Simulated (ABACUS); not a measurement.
# GaN (F-43m) in ABACUS: a series of runs

One crystal, GaN, is run at these levels: r2SCAN; tasks: band structure, equation of state.

Program: ABACUS 3.10.1. These are calculated values, not measurements. Logs are shortened: lines on timing, memory, paths and dates and some standing lists are left out, and cuts for length are marked.

**What was measured.**

A printed reference work, textbook reports, for a bulk crystal of GaN at 0 K: band gap 3.299 eV (direct).

How close the calculation comes is told below.

### 1 The structure

The structure is cubic, space group F-43m (No. 216). Conventional cell: a = 4.507 Å, b = 4.507 Å, c = 4.507 Å, α = 90.00°, β = 90.00°, γ = 90.00°. Ga (site symmetry -43m) is surrounded by 4 N at 1.95 Å. N (site symmetry -43m) is surrounded by 4 Ga at 1.95 Å.

The cell is a database's computed one.

### 2 Band structure, r2SCAN

The input, INPUT:

```
INPUT_PARAMETERS
suffix              GaN
calculation         nscf
basis_type          pw
pseudo_dir          ./
symmetry            -1
dft_functional      MGGA_X_R2SCAN+MGGA_C_R2SCAN
ecutwfc             97.0
pseudo_rcut         10
nspin               1
nbands              19
ks_solver           dav
smearing_method     fd
smearing_sigma      0.00367493
scf_thr             1e-08
scf_nmax            100
mixing_type         broyden
mixing_beta         0.7
mixing_tau          1
init_chg            file
pw_diag_thr         1e-07
out_band            1
kpar                4
```

The input, STRU:

```
ATOMIC_SPECIES
Ga 69.7230 Ga_ONCV_PBE-1.2.upf
N 14.0070 N_ONCV_PBE-1.2.upf

LATTICE_CONSTANT
1.8897261246

LATTICE_VECTORS
0.0000000000 2.2535006075 2.2535006075
2.2535006075 0.0000000000 2.2535006075
2.2535006075 2.2535006075 0.0000000000

ATOMIC_POSITIONS
Direct

Ga
0.0
1
0.0000000000 0.0000000000 0.0000000000 1 1 1

N
0.0
1
0.2500000000 0.2500000000 0.2500000000 1 1 1
```

The input, KPT:

```
K_POINTS
12
Line
0.00000000 0.00000000 0.00000000 10 // G
0.50000000 0.00000000 0.50000000 10 // X
0.50000000 0.25000000 0.75000000 10 // W
0.37500000 0.37500000 0.75000000 10 // K
0.00000000 0.00000000 0.00000000 10 // G
0.50000000 0.50000000 0.50000000 10 // L
0.62500000 0.25000000 0.62500000 10 // U
0.50000000 0.25000000 0.75000000 10 // W
0.50000000 0.50000000 0.50000000 10 // L
0.37500000 0.37500000 0.75000000 1 // K
0.62500000 0.25000000 0.62500000 10 // U
0.50000000 0.00000000 0.50000000 1 // X
```

Potentials or basis: SG15 ONCV 1.2 PBE, plane waves.

On the command line:

```sh
OMP_NUM_THREADS=1 mpirun -np 4 abacus > log
```

running log:

```text
ABACUS v3.10.1

               Atomic-orbital Based Ab-initio Computation at UStc

 ------------------------------------------------------------------------------------

 READING GENERAL INFORMATION
                           global_out_dir = OUT.GaN/
                           global_in_card = INPUT
                               pseudo_dir = ./
                              orbital_dir =
                                    DSIZE = 4
                                    GSIZE = 1
[... 5 lines left out ...]

 READING ATOM TYPE 1
                               atom label = Ga
                      L=0, number of zeta = 1
                      L=1, number of zeta = 1
                      L=2, number of zeta = 1
             number of atom for this type = 1

 READING ATOM TYPE 2
                               atom label = N
                      L=0, number of zeta = 1
                      L=1, number of zeta = 1
                      L=2, number of zeta = 1
             number of atom for this type = 1

                        TOTAL ATOM NUMBER = 2
DIRECT COORDINATES
    atom                   x                   y                   z     mag                  vx                  vy                  vz
taud_Ga1            0.0000000000        0.0000000000        0.0000000000  0.0000        0.0000000000        0.0000000000        0.0000000000
taud_N1            0.2500000000        0.2500000000        0.2500000000  0.0000        0.0000000000        0.0000000000        0.0000000000

                          Volume (Bohr^3) = 154.454
                             Volume (A^3) = 22.8877

 Lattice vectors: (Cartesian coordinate: in unit of a_0)
                   +0             +2.2535             +2.2535
              +2.2535                  +0             +2.2535
              +2.2535             +2.2535                  +0
 Reciprocal vectors: (Cartesian coordinate: in unit of 2 pi/a_0)
            -0.221877           +0.221877           +0.221877
            +0.221877           -0.221877           +0.221877
            +0.221877           +0.221877           -0.221877
 The esolver type has been set to : ksdft_pw

                PAO radial cut off (Bohr) = 10

 Read in pseudopotential file is Ga_ONCV_PBE-1.2.upf
                     pseudopotential type = NC
          exchange-correlation functional = PBE
                 nonlocal core correction = 0
                        valence electrons = 13
                                     lmax = 2
                           number of zeta = 0
                     number of projectors = 6
                           L of projector = 0
                           L of projector = 0
                           L of projector = 1
                           L of projector = 1
                           L of projector = 2
                           L of projector = 2
 XC functional updated to : MGGA_X_R2SCAN+MGGA_C_R2SCAN
          exchange-correlation functional = MGGA_X_R2SCAN+MGGA_C_R2SCAN
                PAO radial cut off (Bohr) = 10

 Read in pseudopotential file is N_ONCV_PBE-1.2.upf
                     pseudopotential type = NC
          exchange-correlation functional = PBE
                 nonlocal core correction = 0
                        valence electrons = 5
                                     lmax = 1
                           number of zeta = 0
                     number of projectors = 4
                           L of projector = 0
                           L of projector = 0
                           L of projector = 1
                           L of projector = 1
 XC functional updated to : MGGA_X_R2SCAN+MGGA_C_R2SCAN
          exchange-correlation functional = MGGA_X_R2SCAN+MGGA_C_R2SCAN
     initial pseudo atomic orbital number = 0

 SETUP THE ELECTRONS NUMBER
            electron number of element Ga = 13
      total electron number of element Ga = 13
             electron number of element N = 5
       total electron number of element N = 5
            AUTOSET number of electrons:  = 18
                           occupied bands = 9
                                   NBANDS = 19
                                   NLOCAL = 18

%%%%%%%%%%%%%%%%%%%%%%%%%%%%%%%%%%%%%%%%%%%%%%%%%%%%%%%%%%%%%%%%%%%%%%%%%%%%%%%%%%%%%%%%%%%%%%%%%%%%%%%%%%
 Warning: the number of valence electrons in pseudopotential > 3 for Ga: [Ar] 3d10 4s2 4p1
 Pseudopotentials with additional electrons can yield (more) accurate outcomes, but may be less efficient.
 If you're confident that your chosen pseudopotential is appropriate, you can safely ignore this warning.
%%%%%%%%%%%%%%%%%%%%%%%%%%%%%%%%%%%%%%%%%%%%%%%%%%%%%%%%%%%%%%%%%%%%%%%%%%%%%%%%%%%%%%%%%%%%%%%%%%%%%%%%%%

 SETUP THE PLANE WAVE BASIS
 energy cutoff for charge/potential (unit:Ry) = 388
            fft grid for charge/potential = [ 40, 40, 40 ]
                        fft grid division = [ 1, 1, 1 ]
        big fft grid for charge/potential = [ 40, 40, 40 ]
                                     nbxx = 64000
                                     nrxx = 64000

 SETUP PLANE WAVES FOR CHARGE/POTENTIAL
                    number of plane waves = 19891
                         number of sticks = 955

 PARALLEL PW FOR CHARGE/POTENTIAL
     PROC   COLUMNS(POT)             PW
        1            955          19891
 --------------- sum -------------------
        1            955          19891
                            number of |g| = 240
                                  max |g| = 35.0513
                                  min |g| = 0

----------- Double Check Mixing Parameters Begin ------------
mixing_type: broyden
mixing_beta: 0.7
mixing_gg0: 1
mixing_gg0_min: 0.1
mixing_ndim: 8
----------- Double Check Mixing Parameters End ------------

 SETUP K-POINTS
                                    nspin = 1
                                   nkstot = 102
K-POINTS DIRECT COORDINATES
 KPOINTS    DIRECT_X    DIRECT_Y    DIRECT_Z  WEIGHT
       1  0.00000000  0.00000000  0.00000000  1.0000
       2  0.05000000  0.00000000  0.05000000  1.0000
       3  0.10000000  0.00000000  0.10000000  1.0000
       4  0.15000000  0.00000000  0.15000000  1.0000
       5  0.20000000  0.00000000  0.20000000  1.0000
       6  0.25000000  0.00000000  0.25000000  1.0000
[... 22 lines left out ...]
      29  0.40000000  0.35000000  0.75000000  1.0000
      30  0.38750000  0.36250000  0.75000000  1.0000
[... 72 further k points ...]

           k-point number in this process = 26
       minimum distributed K point number = 25

[... K-POINTS CARTESIAN COORDINATES: 26 rows ...]

[... K-POINTS DIRECT COORDINATES: 26 rows ...]

 SETUP PLANE WAVES FOR WAVE FUNCTIONS
     energy cutoff for wavefunc (unit:Ry) = 97
              fft grid for wave functions = [ 40, 40, 40 ]
                    number of plane waves = 3143
                         number of sticks = 283

 PARALLEL PW FOR WAVE FUNCTIONS
     PROC   COLUMNS(POT)             PW
        1            283           3143
 --------------- sum -------------------
        1            283           3143

 SETUP NONLOCAL PSEUDOPOTENTIALS IN PLANE WAVE BASIS
 Ga non-local projectors:
 projector 1 L=0
 projector 2 L=0
 projector 3 L=1
 projector 4 L=1
 projector 5 L=2
 projector 6 L=2
 N non-local projectors:
 projector 1 L=0
 projector 2 L=0
 projector 3 L=1
 projector 4 L=1
      TOTAL NUMBER OF NONLOCAL PROJECTORS = 26

 Init Non-Local PseudoPotential table :
 Init Non-Local-Pseudopotential done.

                                     npwx = 2521

 -------------------------------------------
 NONSELF-CONSISTENT
 -------------------------------------------
                                 init_chg = file
 try to read charge from file
 Read in the charge density: OUT.GaN//GaN-CHARGE-DENSITY.restart
 try to read kinetic energy density from file
 Read in the kinetic energy density: OUT.GaN//GaN-TAU-DENSITY.restart

 PW ALGORITHM --------------- ION=   1  ELEC=   1--------------------------------
 k(1/102) Iter steps (avg)=14 threshold=1e-07
 k(2/102) Iter steps (avg)=14 threshold=1e-07
 k(3/102) Iter steps (avg)=14 threshold=1e-07
 k(4/102) Iter steps (avg)=13 threshold=1e-07
 k(5/102) Iter steps (avg)=12 threshold=1e-07
 k(6/102) Iter steps (avg)=13 threshold=1e-07
 k(7/102) Iter steps (avg)=16 threshold=1e-07
 k(8/102) Iter steps (avg)=23 threshold=1e-07
 k(9/102) Iter steps (avg)=23 threshold=1e-07
 k(10/102) Iter steps (avg)=18 threshold=1e-07
[... 6 lines left out ...]
 k(17/102) Iter steps (avg)=20 threshold=1e-07
 k(18/102) Iter steps (avg)=22 threshold=1e-07
 k(19/102) Iter steps (avg)=22 threshold=1e-07
 k(20/102) Iter steps (avg)=19 threshold=1e-07
 k(21/102) Iter steps (avg)=22 threshold=1e-07
 k(22/102) Iter steps (avg)=22 threshold=1e-07
 k(23/102) Iter steps (avg)=23 threshold=1e-07
 k(24/102) Iter steps (avg)=20 threshold=1e-07
 k(25/102) Iter steps (avg)=20 threshold=1e-07
 k(26/102) Iter steps (avg)=17 threshold=1e-07
[... levels at 26 k points of this process ...]

 Density error is 0.00000000000
                          Error Threshold = 1.00000000000e-07
----------------------------------------------------------
     Energy           Rydberg                 eV
----------------------------------------------------------
 E_KohnSham     -150.0987275727      -2042.1979575380
 E_KS(sigma->0) -150.0987275726      -2042.1979575373
 E_Harris       -150.0987275727      -2042.1979575380
 E_band         0.4169563426         5.6729820771
 E_one_elec     -53.5881502226       -729.1041883078
 E_Hartree      42.2094962121        574.2896581934
 E_xc           -22.0457564458       -299.9479043829
 E_Ewald        -116.6743171162      -1587.4355230394
 E_entropy(-TS) -0.0000000001        -0.0000000012
 E_descf        0.0000000000         0.0000000000
 E_exx          0.0000000000         0.0000000000
 E_Fermi        0.8371301805         11.3897404223
----------------------------------------------------------

 charge density convergence is achieved
 final etot is -2042.1979575 eV
 EFERMI = 11.389740422 eV

 STATE ENERGY(eV) AND OCCUPATIONS    NSPIN == 1
 1/26 kpoint (Cartesian) = 0.0000 0.0000 0.0000 (2445 pws)
       1       -6.51430      0.0196078
       2       -3.02277      0.0196078
       3       -3.02277      0.0196078
       4       -3.02277      0.0196078
       5       -2.64878      0.0196078
       6       -2.64878      0.0196078
[... 11 lines left out ...]
      18        31.1246        0.00000
      19        31.1246        0.00000

 2/26 kpoint (Cartesian) = 0.0000 0.022188 0.0000 (2489 pws)
       1       -6.47523      0.0196078
       2       -3.01635      0.0196078
       3       -3.01576      0.0196078
       4       -3.01576      0.0196078
       5       -2.65217      0.0196078
       6       -2.64682      0.0196078
[... 11 lines left out ...]
      18        31.1872        0.00000
      19        32.2249        0.00000

 3/26 kpoint (Cartesian) = 0.0000 0.044375 0.0000 (2517 pws)
       1       -6.36168      0.0196078
       2       -2.99482      0.0196078
       3       -2.99435      0.0196078
       4       -2.99435      0.0196078
       5       -2.66039      0.0196078
       6       -2.64111      0.0196078
[... 11 lines left out ...]
      18        31.3751        0.00000
      19        32.8578        0.00000

 4/26 kpoint (Cartesian) = 0.0000 0.066563 0.0000 (2521 pws)
       1       -6.18514      0.0196078
       2       -2.96009      0.0196078
       3       -2.96009      0.0196078
       4       -2.95379      0.0196078
       5       -2.66790      0.0196078
       6       -2.63177      0.0196078
[... 11 lines left out ...]
      18        31.8292        0.00000
      19        33.3469        0.00000

 5/26 kpoint (Cartesian) = 0.0000 0.088751 0.0000 (2501 pws)
       1       -5.96556      0.0196078
       2       -2.91522      0.0196078
       3       -2.91522      0.0196078
       4       -2.89631      0.0196078
       5       -2.65521      0.0196078
       6       -2.62005      0.0196078
[... 11 lines left out ...]
      18        32.9948        0.00000
      19        34.1237        0.00000

 6/26 kpoint (Cartesian) = 0.0000 0.11094 0.0000 (2477 pws)
       1       -5.73091      0.0196078
       2       -2.86351      0.0196078
       3       -2.86351      0.0196078
       4       -2.85658      0.0196078
       5       -2.60700      0.0196078
       6       -2.56784      0.0196078
[... 11 lines left out ...]
      18        34.4296        0.00000
      19        35.6616        0.00000

[... levels at 20 further k points ...]

 --------------------------------------------
 !FINAL_ETOT_IS -2042.197957537954 eV
 --------------------------------------------

 Output bands in file: OUT.GaN/BANDS_1.dat
```

It took 23 s on 4 MPI ranks of Intel Xeon 6975P-C (Granite Rapids), shared host; peak memory 0.36 GiB.

Results:

```yaml
Band_gap_along_the_path: 1.87 eV, direct
```

Levels at the corners of the path, in eV from the Fermi level:
```tsv
point	band 5	band 6	band 7	band 8	band 9	band 10	band 11	band 12	band 13	band 14
Γ	-14.03	-14.03	-0.97	-0.97	-0.97	0.90	9.79	9.79	9.79	17.24
X	-13.95	-12.76	-7.33	-3.83	-3.83	2.81	6.07	11.61	13.82	13.82
W	-14.02	-12.47	-6.93	-4.80	-4.74	5.83	7.87	9.80	10.96	14.99
K	-13.99	-12.58	-7.09	-5.37	-3.27	4.49	7.36	10.90	12.60	13.28
Γ	-14.03	-14.03	-0.97	-0.97	-0.97	0.90	9.79	9.79	9.79	17.24
L	-13.98	-13.07	-8.25	-2.01	-2.01	3.92	8.49	9.93	9.93	15.48
U	-13.99	-12.58	-7.09	-5.37	-3.27	4.49	7.36	10.90	12.60	13.28
W	-14.02	-12.47	-6.93	-4.80	-4.74	5.83	7.87	9.80	10.96	14.99
L	-13.98	-13.07	-8.25	-2.01	-2.01	3.92	8.49	9.93	9.93	15.48
K	-13.99	-12.58	-7.09	-5.37	-3.27	4.49	7.36	10.90	12.60	13.28
U	-13.99	-12.58	-7.09	-5.37	-3.27	4.49	7.36	10.90	12.60	13.28
X	-13.95	-12.76	-7.33	-3.83	-3.83	2.81	6.07	11.61	13.82	13.82
```

Caveat: the density is read from an earlier self-consistent run, whose mesh may be coarse.

(Continued in part 2 of 2.)
